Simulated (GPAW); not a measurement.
V:

```
CELL_PARAMETERS angstrom
-1.51435 1.51435 1.51435
1.51435 -1.51435 1.51435
1.51435 1.51435 -1.51435
ATOMIC_POSITIONS crystal
V 0.00000 0.00000 0.00000
```

Base run:

| Item | Value |
| --- | --- |
| Program | GPAW 26.7.0 |
| Functional | PBE |
| Potentials or basis | GPAW PAW data sets (gpaw-data 1.2.1) |
| Cutoff | 500 eV |
| Basis | pw |
| k mesh | 10 × 10 × 10 |
| Occupations | fermi-dirac, width 0.05 eV |
| Spin | collinear spin, ferromagnetic start |
| Starting moments | [3.0] μB |

Its results: band gap on the k mesh none (metal or under the smearing width); pressure -3.8 GPa; net moment 0.00 μB per cell.

**Question.** The run is repeated on the same cell with these changes: functional from PBE to LDA; potentials or basis from GPAW PAW data sets (gpaw-data 1.2.1) to the program's PAW data sets (release 1.2.1) made for this functional; cutoff from 500 eV to 450 eV. What comes out?

**Answer.** Band gap on the k mesh none (metal or under the smearing width); pressure -16.8 GPa; net moment 0.00 μB per cell.

Caveats: the cutoff is short for stress and forces, so pressures can be off by a GPa or more; so large a pressure means that the cell lies far from this level's equilibrium, or that cutoff or potentials fall short (some runs).
